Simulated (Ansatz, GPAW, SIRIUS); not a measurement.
## One calculation of SnTe, 4 ways

```xyz
2
Lattice="0.0000 3.6111 3.6111 3.6111 0.0000 3.6111 3.6111 3.6111 0.0000" Properties=species:S:1:pos:R:3 pbc="T T T"
Te    1.8056    1.8056    1.8056
Sn    0.0000    0.0000    0.0000
```

Measurements of this composition are mostly on another form, of space group No. 225.

Alike in all runs: task single point; functional PBEsol; k mesh 7 × 7 × 7; occupations fermi-dirac, width 0.05 eV; no spin polarisation; no spin-orbit coupling. Pressure is positive in compression and, in plane waves, holds the error of the finite cutoff, which Ansatz's Pulay term estimates and takes out.

```tsv
program and potentials	plane-wave cutoff (eV)	notes	pressure (GPa)
Ansatz, Ansatz PAW	420	potentials made for PBE, which Ansatz adapts in part; 15 valence electrons an atom on average	-1.38
Ansatz, all-electron LAPW, scalar-relativistic	-	-	-1.38
SIRIUS, PseudoDojo 0.4.1 PBEsol standard (scalar relativistic)	1102	15 valence electrons an atom on average	?
GPAW, PAW data sets generated for this functional	600	10 valence electrons an atom on average	-1.50
```

**Question.** Estimate from the other rows what the run with SIRIUS, PseudoDojo 0.4.1 PBEsol standard (scalar relativistic) gave.

**Answer.** Pressure -1.37 GPa. The other rows, which needn't bracket it: pressure -1.50 to -1.38.
